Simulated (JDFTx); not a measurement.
Li under changes of volume

One of the cells (21.354 Å³/atom); the others are scaled copies at fixed shape and fractional positions:

```
Li
1.0
     0.00000    2.20200    2.20200
     2.20200    0.00000    2.20200
     2.20200    2.20200    0.00000
Li
1
Direct
  0.00000 0.00000 0.00000
```

This isn't the form of Li at room conditions, which is bcc.

- Program: JDFTx 1.7.0 (patched build)
- Functional: PBE
- Potentials or basis: PseudoDojo-SR-PBE-0.5-standard
- Cutoff: 1007 eV
- Density cutoff: 4027 eV
- k mesh: 10 × 10 × 10
- Occupations: fermi-dirac, width 0.05 eV
- Spin: no spin polarisation

```tsv
volume (Å³/atom)	energy over the lowest point (meV/atom)	pressure (GPa)
20.073	0.00	0.1
20.500	0.05	-0.2
20.927	0.84	-0.4
21.354	?	?
21.781	4.38	-0.9
22.208	7.02	-1.1
22.635	10.17	-1.3
```

Problem. What does the run at 21.354 Å³/atom give?

Solution. Energy over the lowest point 2.30 meV/atom; pressure -0.7 GPa.

Worked out: A Birch-Murnaghan fit of order 3 (a polynomial in V^(-2/3)) to the other rows has its minimum at 20.26 Å³/atom with B0 = V·E''(V) = 13.9 GPa and B' = 3.4. It gives 2.30 meV/atom at 21.354 Å³/atom, against the run's 2.30, and -dE/dV = -0.7 GPa, against -0.7.

Energies are extrapolated to zero smearing.
